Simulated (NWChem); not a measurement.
# MgS (F-43m) in NWChem: notebook, part 2 of 2

NWChem 7.3.0. Earlier steps stand in the parts before.

## Step 5: Single point, PBE+D3(BJ), collinear spin, program default start

mgs.nw reads:

```
start mgs
title "MgS scf"
memory 1800 mb
geometry units angstrom nocenter noautosym noautoz print
  system crystal
    lattice_vectors
         5.6662400900    0.0000000000    0.0000000000
         0.0000000000    5.6662400900    0.0000000000
         0.0000000000    0.0000000000    5.6662400900
  end
  S   0.2500000000  0.2500000000 -0.2500000000
  S   0.2500000000 -0.2500000000  0.2500000000
  S  -0.2500000000 -0.2500000000 -0.2500000000
  S  -0.2500000000  0.2500000000  0.2500000000
  Mg  0.0000000000  0.0000000000  0.0000000000
  Mg  0.0000000000 -0.5000000000 -0.5000000000
  Mg -0.5000000000  0.0000000000 -0.5000000000
  Mg -0.5000000000 -0.5000000000  0.0000000000
end
nwpw
  simulation_cell
    ngrid 36 36 36
  end
  xc pbe96-grimme4
  cutoff 25.0
  ewald_ncut 4
  ewald_rcut 3.0
  pseudopotentials
    Mg library paw_default
    S library paw_default
  end
  odft
  mult 1
  cg grassman
  loop 10 80
  tolerances 1e-08 1e-08
  dplot
    density total rho.cube
    density diff spin.cube
  end
end
task pspw gradient
task pspw pspw_dplot
```

Potentials or basis: NWChem's PAW library (paw_default).

Launch:

```bash
$ nwchem mgs.nw > mgs.out
```

mgs.out:

```text
Northwest Computational Chemistry Package (NWChem) 7.3.0
             --------------------------------------------------------

                                NWChem Input Module
                                -------------------

                                      MgS scf
                                      -------

                             Geometry "geometry" -> ""
                             -------------------------

 Output coordinates in angstroms (scale by  1.889725989 to convert to a.u.)

  No.       Tag          Charge          X              Y              Z
 ---- ---------------- ---------- -------------- -------------- --------------
    1 S                   16.0000     1.41656002     1.41656002     4.24968007
    2 S                   16.0000     1.41656002     4.24968007     1.41656002
    3 S                   16.0000     4.24968007     4.24968007     4.24968007
    4 S                   16.0000     4.24968007     1.41656002     1.41656002
    5 Mg                  12.0000     0.00000000     0.00000000     0.00000000
    6 Mg                  12.0000     0.00000000     2.83312004     2.83312004
    7 Mg                  12.0000     2.83312004     0.00000000     2.83312004
    8 Mg                  12.0000     2.83312004     2.83312004     0.00000000

      Lattice Parameters
      ------------------

      lattice vectors in angstroms (scale by  1.889725989 to convert to a.u.)

      a1=<   5.666   0.000   0.000 >
      a2=<   0.000   5.666   0.000 >
      a3=<   0.000   0.000   5.666 >
      a=       5.666 b=      5.666 c=       5.666
      alpha=  90.000 beta=  90.000 gamma=  90.000
      omega=   181.9

      reciprocal lattice vectors in a.u.

      b1=<   0.587   0.000   0.000 >
      b2=<   0.000   0.587   0.000 >
      b3=<   0.000   0.000   0.587 >

      Atomic Mass
      -----------

      S                 31.972070
      Mg                23.985040

 ==============================================================================
                                internuclear distances
 ------------------------------------------------------------------------------
       center one      |      center two      | atomic units |  angstroms
 ------------------------------------------------------------------------------
    6 Mg               |   1 S                |     4.63654  |     2.45355
    6 Mg               |   2 S                |     4.63654  |     2.45355
    7 Mg               |   1 S                |     4.63654  |     2.45355
    7 Mg               |   4 S                |     4.63654  |     2.45355
    8 Mg               |   2 S                |     4.63654  |     2.45355
    8 Mg               |   4 S                |     4.63654  |     2.45355
[... 358 lines left out ...]
 V_lpaw  (loc. basis):  -0.3002491033E+02 (   -0.93828E+00/electron)
 coulomb (loc. basis):   0.1611438997E+00 (    0.50357E-02/electron)
 coulomb  (ncmp-ncmp):   0.4766888146E-01 (    0.14897E-02/electron)
 coulomb    (ncmp-pw):  -0.2704173701E+00 (   -0.84505E-02/electron)
 exc-cor (loc. basis):  -0.1570562870E+03 (   -0.49080E+01/electron)
 pxc-cor (loc. basis):  -0.2141293634E+01 (   -0.26766E+00/electron)
 ion-core            :  -0.4534288607E+04 (   -0.56679E+03/ion)

 Dispersion energy   :  -0.7930142218E-01

 [... levels ...]
 Total PSPW energy     :  -0.1998272183E+03

=== Spin Contamination ===

 <Sexact^2> =    0.0000000000000000
 <S^2>      =  -0.62657047054261028
[... 10 lines left out ...]
mu   =  (   21.4153,   21.4153,   21.4153 ) au
|mu| =    37.0924 au,      94.2739 Debye

Translation force removed: (    0.00000    0.00000   -0.00000)

          =============  Ion Gradients =================
 Ion Forces:
        1 S    (    0.000001    0.000001   -0.000001 )
        2 S    (   -0.000000   -0.000001   -0.000001 )
        3 S    (    0.000000   -0.000000   -0.000001 )
        4 S    (    0.000001    0.000001   -0.000000 )
        5 Mg   (   -0.000001   -0.000000    0.000001 )
        6 Mg   (   -0.000001   -0.000000    0.000001 )
        7 Mg   (   -0.000001   -0.000000    0.000001 )
        8 Mg   (   -0.000001   -0.000000    0.000001 )
        C.O.M. (    0.000000    0.000000    0.000000 )
          ===============================================
          |F|       =   0.365111E-05
          |F|/nion  =   0.456388E-06
          max|Fatom|=   0.180161E-05 (   0.000eV/Angstrom)

 output psi filename:./mgs.movecs

                                NWChem Input Module
                                -------------------

 >>>> PSPW Parallel Module - pspw_dplot <<<<
          ****************************************************
          *                                                  *
          *                   pspw DPLOT                     *
          *                                                  *
          *    [ Generates density and orbital grids  ]      *
          *                                                  *
          *     [ NorthWest Chemistry implementation ]       *
          *                                                  *
          *            version #1.00   08/22/01              *
          *                                                  *
          ****************************************************

          ============ PSPW DPLOT input data =================

 input psi filename:./mgs.movecs

 options:
      boundary conditions   = periodic    (version3)

 number of electrons: spin up= 16  spin down= 16 ( Fourier space)

 ncell              =  0 0 0

 position tolerance = 0.100000E-02

           origin=<   0.000   0.000   0.000 >

 supercell:
      lattice: a1=<  10.708   0.000   0.000 >
               a2=<   0.000  10.708   0.000 >
               a3=<   0.000   0.000  10.708 >
               b1=<   0.587   0.000   0.000 >
               b2=<   0.000   0.587   0.000 >
               b3=<   0.000   0.000   0.587 >
      volume :     1227.7
      density cutoff= 50.000  fft= 36x 36x 36(    10360 waves    10360 per task)
      wavefnc cutoff= 25.000  fft= 36x 36x 36(     3625 waves     3625 per task)

    writing total density to filename: rho.cube
    writing difference density to filename: spin.cube
```

Run time: 96 s. Hardware: 1 thread of Intel Xeon 6975P-C (Granite Rapids), shared host; peak memory 0.15 GiB.

The run converged, but some of its settings lie outside the range that counts as converged (typed here: cutoff = 25 hartree; ewald_ncut = 4), so its numbers aren't taken as properties of the crystal.

Results:

| Item | Value |
| --- | --- |
| Free energy | -5437.5756 eV |
| Net moment | 0.00 μB per cell |
| Absolute moment | 0.00 μB per cell |
| Expectation value of S² | -0.63 |

Caveat: the k mesh is coarse (spacing up to 1.11 Å⁻¹), so the values aren't converged; the cutoff wasn't shown to be converged; potentials of this library can shift pressures by several GPa and gaps by up to half an eV, enough to turn an indirect gap into a direct one; the cell run is far too small for the Γ point alone; the total moment is fixed, so each spin has its own Fermi level.
